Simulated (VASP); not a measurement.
# HfB2 (P6/mmm) in VASP: a series of runs, part 2 of 2

VASP 6.6.1. Earlier steps stand in the parts before.

## Step 4: Equation of state, PBEsol, 9.71 Å³/atom (volume scaled by 0.98)

INCAR reads:

```
SYSTEM = HfB2
  ALGO = Normal
  EDIFF = 1E-7
  ENCUT = 520
  GGA = PS
  ISIF = 2
  ISMEAR = -1
  LASPH = .TRUE.
  LCHARG = .FALSE.
  LREAL = .FALSE.
  LWAVE = .FALSE.
  NBANDS = 15
  NELM = 100
  PREC = Accurate
  SIGMA = 0.05
```

KPOINTS reads:

```
k-points
0
G
  10 10 8
  0 0 0
```

POSCAR reads:

```
HfB2
1.0
    3.1189255395      0.0000000000      0.0000000000
   -1.5594627698      2.7010687497      0.0000000000
    0.0000000000      0.0000000000      3.4566435916
Hf B
1 2
Direct
    0.0000000000      0.0000000000      0.0000000000
    0.6666666667      0.3333333333      0.5000000000
    0.3333333333      0.6666666667      0.5000000000
```

Run with:

```sh
$ cat potpaw_PBE.64/Hf_pv/POTCAR potpaw_PBE.64/B/POTCAR > POTCAR
$ mpirun -np 1 vasp_std > vasp.out
```

It took 22 s on 1 thread of Intel Xeon Platinum 8488C (Sapphire Rapids), shared host; peak memory 0.16 GiB.

The run converged. Its results:

| Item | Value |
| --- | --- |
| Free energy | -27.8635 eV |
| Pressure | 0.8 GPa |
| Band gap on the k mesh | none (metal or under the smearing width) |

Caveat: the PAW data sets were made with another functional, which shifts forces and pressure a little.

## Step 5: Equation of state, PBEsol, 10.10 Å³/atom (volume scaled by 1.02)

INCAR is that of step 4.

KPOINTS is that of step 4.

POSCAR reads:

```
HfB2
1.0
    3.1607953080      0.0000000000      0.0000000000
   -1.5803976540      2.7373290329      0.0000000000
    0.0000000000      0.0000000000      3.5030470293
Hf B
1 2
Direct
    0.0000000000      0.0000000000      0.0000000000
    0.6666666667      0.3333333333      0.5000000000
    0.3333333333      0.6666666667      0.5000000000
```

Run with:

```sh
$ cat potpaw_PBE.64/Hf_pv/POTCAR potpaw_PBE.64/B/POTCAR > POTCAR
$ mpirun -np 1 vasp_std > vasp.out
```

It took 23 s on 1 thread of Intel Xeon Platinum 8488C (Sapphire Rapids), shared host; peak memory 0.16 GiB.

It converged, with:

```
Free energy            : -27.8317 eV
Pressure               : -9.2 GPa
Band gap on the k mesh : none (metal or under the smearing width)
```

Caveat: the PAW data sets were made with another functional, which shifts forces and pressure a little.

## Step 6: Equation of state, PBEsol, 10.30 Å³/atom (volume scaled by 1.04)

INCAR is that of step 5.

KPOINTS is that of step 5.

POSCAR reads:

```
HfB2
1.0
    3.1813205280      0.0000000000      0.0000000000
   -1.5906602640      2.7551043948      0.0000000000
    0.0000000000      0.0000000000      3.5257947253
Hf B
1 2
Direct
    0.0000000000      0.0000000000      0.0000000000
    0.6666666667      0.3333333333      0.5000000000
    0.3333333333      0.6666666667      0.5000000000
```

Potentials or basis: VASP PAW PBE potentials, release 64 (Hf_pv, B).

Run with:

```sh
$ cat potpaw_PBE.64/Hf_pv/POTCAR potpaw_PBE.64/B/POTCAR > POTCAR
$ mpirun -np 1 vasp_std > vasp.out
```

Wall time 22 s (1 thread of Intel Xeon Platinum 8488C (Sapphire Rapids), shared host); peak memory 0.16 GiB.

The run converged. Its results:

- Free energy: -27.7898 eV
- Pressure: -13.5 GPa
- Band gap on the k mesh: none (metal or under the smearing width)

Caveat: the PAW data sets were made with another functional, which shifts forces and pressure a little.

## Step 7: Equation of state, PBEsol, 10.50 Å³/atom (volume scaled by 1.06)

INCAR is that of step 6.

KPOINTS is that of step 6.

POSCAR reads:

```
HfB2
1.0
    3.2015842624      0.0000000000      0.0000000000
   -1.6007921312      2.7726533036      0.0000000000
    0.0000000000      0.0000000000      3.5482526220
Hf B
1 2
Direct
    0.0000000000      0.0000000000      0.0000000000
    0.6666666667      0.3333333333      0.5000000000
    0.3333333333      0.6666666667      0.5000000000
```

Run with:

```sh
$ cat potpaw_PBE.64/Hf_pv/POTCAR potpaw_PBE.64/B/POTCAR > POTCAR
$ mpirun -np 1 vasp_std > vasp.out
```

Wall time 22 s (1 thread of Intel Xeon Platinum 8488C (Sapphire Rapids), shared host); peak memory 0.15 GiB.

It converged, with:

```
Free energy            : -27.7329 eV
Pressure               : -17.3 GPa
Band gap on the k mesh : none (metal or under the smearing width)
```

Caveat: the PAW data sets were made with another functional, which shifts forces and pressure a little.

## Step 8: Equation of state, PBEsol

No new run: the results of the series are fitted here.

What came out:

```yaml
Equilibrium_volume: 9.74 Å³/atom
Bulk_modulus_at_fixed_shape_and_positions: 266 GPa
Pressure_derivative_of_the_bulk_modulus: 3.9
```

Energy against volume, from the lowest point:
```csv
volume (Å³/atom),energy (meV/atom)
9.311,16.63
9.509,4.56
9.707,0.00
9.905,2.23
10.103,10.61
10.301,24.57
10.499,43.56
```

Caveat: the cell was scaled at fixed shape and fractional positions, which overstates the stiffness of a crystal with free parameters, most of all of layers and chains; the PAW data sets were made with another functional, which shifts forces and pressure a little.

## Step 9: Equation of state, PBE, 9.31 Å³/atom (volume scaled by 0.94)

Changes to INCAR since step 7:

```diff
@@ -4,3 +4,3 @@
   ENCUT = 520
-  GGA = PS
+  GGA = PE
   ISIF = 2
@@ -12,3 +12,3 @@
   NBANDS = 15
-  NELM = 100
+  NELM = 80
   PREC = Accurate
```

KPOINTS is that of step 7.

POSCAR reads:

```
HfB2
1.0
    3.0759003814      0.0000000000      0.0000000000
   -1.5379501907      2.6638078698      0.0000000000
    0.0000000000      0.0000000000      3.4089596583
Hf B
1 2
Direct
    0.0000000000      0.0000000000      0.0000000000
    0.6666666667      0.3333333333      0.5000000000
    0.3333333333      0.6666666667      0.5000000000
```

Potentials or basis: VASP PAW PBE potentials, release 64 (Hf_pv, B).

Run with:

```sh
$ cat potpaw_PBE.64/Hf_pv/POTCAR potpaw_PBE.64/B/POTCAR > POTCAR
$ mpirun -np 1 vasp_std > vasp.out
```

Wall time 17 s (1 thread of Intel Xeon Platinum 8488C (Sapphire Rapids), shared host); peak memory 0.16 GiB.

The run converged. Its results:

```
Free energy            : -26.2922 eV
Pressure               : 19.0 GPa
Band gap on the k mesh : none (metal or under the smearing width)
```

## Step 10: Equation of state, PBE, 9.51 Å³/atom (volume scaled by 0.96)

INCAR reads:

```
  ALGO = Normal
  EDIFF = 1E-7
  ENCUT = 520
  GGA = PE
  ISIF = 2
  ISMEAR = -1
  LASPH = True
  LCHARG = False
  LREAL = False
  LWAVE = False
  NBANDS = 15
  NELM = 100
  PREC = Accurate
  SIGMA = 0.05
```

KPOINTS reads:

```
k-points
0
Gamma
  10 10 8
```

POSCAR reads:

```
HfB2
1.0
    3.0975623654      0.0000000000      0.0000000000
   -1.5487811827      2.6825676982      0.0000000000
    0.0000000000      0.0000000000      3.4329672075
Hf B
1 2
Direct
    0.0000000000      0.0000000000      0.0000000000
    0.6666666667      0.3333333333      0.5000000000
    0.3333333333      0.6666666667      0.5000000000
```

Run with:

```sh
$ cat potpaw_PBE.64/Hf_pv/POTCAR potpaw_PBE.64/B/POTCAR > POTCAR
$ mpirun -np 1 vasp_std > vasp.out
```

It took 17 s on 1 thread of Intel Xeon Platinum 8488C (Sapphire Rapids), shared host; peak memory 0.16 GiB.

It converged, with:

| Property | Result |
| --- | --- |
| Free energy | -26.3505 eV |
| Pressure | 12.4 GPa |
| Band gap on the k mesh | none (metal or under the smearing width) |

## Step 11: Equation of state, PBE, 9.71 Å³/atom (volume scaled by 0.98)

INCAR reads:

```
PREC     = Accurate       # precision mode
ENCUT    = 520            # plane-wave cutoff, eV
EDIFF    = 1E-7           # SCF threshold, eV
ISMEAR   = -1             # smearing method
SIGMA    = 0.05           # smearing width, eV
LREAL    = F              # projectors in reciprocal space
LASPH    = T              # aspherical terms in the spheres
NELM     = 60             # most SCF steps
ALGO     = Normal         # electronic algorithm
ISIF     = 2              # what is computed and relaxed
LWAVE    = F              # write WAVECAR
LCHARG   = F              # write CHGCAR
GGA      = PE             # functional
NBANDS   = 15             # bands
```

KPOINTS reads:

```
Automatic mesh
0
Gamma
  10 10 8
```

POSCAR reads:

```
HfB2
1.0
    3.1189255395      0.0000000000      0.0000000000
   -1.5594627698      2.7010687497      0.0000000000
    0.0000000000      0.0000000000      3.4566435916
Hf B
1 2
Direct
    0.0000000000      0.0000000000      0.0000000000
    0.6666666667      0.3333333333      0.5000000000
    0.3333333333      0.6666666667      0.5000000000
```

Run with:

```sh
$ cat potpaw_PBE.64/Hf_pv/POTCAR potpaw_PBE.64/B/POTCAR > POTCAR
$ mpirun -np 1 vasp_std > vasp.out
```

Wall time 19 s (1 thread of Intel Xeon Platinum 8488C (Sapphire Rapids), shared host); peak memory 0.16 GiB.

It converged, with:

```yaml
Free_energy: -26.3855 eV
Pressure: 6.4 GPa
Band_gap_on_the_k_mesh: none (metal or under the smearing width)
```

## Step 12: Equation of state, PBE, 10.10 Å³/atom (volume scaled by 1.02)

INCAR reads:

```
SYSTEM = HfB2
PREC = Accurate
ENCUT = 520
EDIFF = 1E-7
ISMEAR = -1
SIGMA = 0.05
LREAL = .False.
LASPH = .True.
NELM = 80
ALGO = Normal
ISIF = 2
LWAVE = .False.
LCHARG = .False.
GGA = PE
NBANDS = 15
```

KPOINTS reads:

```
Automatic mesh
0
Gamma
  10 10 8
  0 0 0
```

POSCAR reads:

```
HfB2
1.0
    3.1607953080      0.0000000000      0.0000000000
   -1.5803976540      2.7373290329      0.0000000000
    0.0000000000      0.0000000000      3.5030470293
Hf B
1 2
Direct
    0.0000000000      0.0000000000      0.0000000000
    0.6666666667      0.3333333333      0.5000000000
    0.3333333333      0.6666666667      0.5000000000
```

Potentials or basis: VASP PAW PBE potentials, release 64 (Hf_pv, B).

Run with:

```sh
$ cat potpaw_PBE.64/Hf_pv/POTCAR potpaw_PBE.64/B/POTCAR > POTCAR
$ mpirun -np 1 vasp_std > vasp.out
```

Run time: 17 s. Hardware: 1 thread of Intel Xeon Platinum 8488C (Sapphire Rapids), shared host; peak memory 0.16 GiB.

The run converged. Its results:

```
Free energy            : -26.3942 eV
Pressure               : -3.9 GPa
Band gap on the k mesh : none (metal or under the smearing width)
```

## Step 13: Equation of state, PBE, 10.30 Å³/atom (volume scaled by 1.04)

INCAR reads:

```
PREC = Accurate ; ENCUT = 520
EDIFF = 1E-7 ; ISMEAR = -1
SIGMA = 0.05 ; LREAL = False
LASPH = True ; NELM = 60
ALGO = Normal ; ISIF = 2
LWAVE = False ; LCHARG = False
GGA = PE ; NBANDS = 15
```

KPOINTS reads:

```
regular mesh
0
Gamma
  10 10 8
```

POSCAR reads:

```
HfB2
1.0
    3.1813205280      0.0000000000      0.0000000000
   -1.5906602640      2.7551043948      0.0000000000
    0.0000000000      0.0000000000      3.5257947253
Hf B
1 2
Direct
    0.0000000000      0.0000000000      0.0000000000
    0.6666666667      0.3333333333      0.5000000000
    0.3333333333      0.6666666667      0.5000000000
```

Run with:

```sh
$ cat potpaw_PBE.64/Hf_pv/POTCAR potpaw_PBE.64/B/POTCAR > POTCAR
$ mpirun -np 1 vasp_std > vasp.out
```

Run time: 18 s. Hardware: 1 thread of Intel Xeon Platinum 8488C (Sapphire Rapids), shared host; peak memory 0.16 GiB.

The run converged. Its results:

```
Free energy            : -26.3715 eV
Pressure               : -8.4 GPa
Band gap on the k mesh : none (metal or under the smearing width)
```

## Step 14: Equation of state, PBE, 10.50 Å³/atom (volume scaled by 1.06)

INCAR reads:

```
SYSTEM = HfB2
  PREC = Accurate
  ENCUT = 520
  EDIFF = 1E-7
  ISMEAR = -1
  SIGMA = 0.05
  LREAL = .False.
  LASPH = .True.
  NELM = 60
  ALGO = Normal
  ISIF = 2
  LWAVE = .False.
  LCHARG = .False.
  GGA = PE
  NBANDS = 15
```

KPOINTS reads:

```
Automatic mesh
0
Gamma
  10 10 8
  0 0 0
```

POSCAR reads:

```
HfB2
1.0
    3.2015842624      0.0000000000      0.0000000000
   -1.6007921312      2.7726533036      0.0000000000
    0.0000000000      0.0000000000      3.5482526220
Hf B
1 2
Direct
    0.0000000000      0.0000000000      0.0000000000
    0.6666666667      0.3333333333      0.5000000000
    0.3333333333      0.6666666667      0.5000000000
```

Run with:

```sh
$ cat potpaw_PBE.64/Hf_pv/POTCAR potpaw_PBE.64/B/POTCAR > POTCAR
$ mpirun -np 1 vasp_std > vasp.out
```

It took 19 s on 1 thread of Intel Xeon Platinum 8488C (Sapphire Rapids), shared host; peak memory 0.16 GiB.

Results (log left out):

| Item | Value |
| --- | --- |
| Free energy | -26.3332 eV |
| Pressure | -12.4 GPa |
| Band gap on the k mesh | none (metal or under the smearing width) |

## Step 15: Equation of state, PBE

Potentials or basis: VASP PAW PBE potentials, release 64 (Hf_pv, B).

No new run: the results of the series are fitted here.

What came out:

```
Equilibrium volume                        : 9.95 Å³/atom
Bulk modulus at fixed shape and positions : 254 GPa
Pressure derivative of the bulk modulus   : 3.9
```

Energy against volume, from the lowest point:
| volume (Å³/atom) | energy (meV/atom) |
| --- | --- |
| 9.311 | 35.73 |
| 9.509 | 16.30 |
| 9.707 | 4.63 |
| 9.905 | 0.00 |
| 10.103 | 1.75 |
| 10.301 | 9.29 |
| 10.499 | 22.08 |

Caveat: the cell was scaled at fixed shape and fractional positions, which overstates the stiffness of a crystal with free parameters, most of all of layers and chains. Spin-orbit coupling is left out, which matters for the levels of Hf.
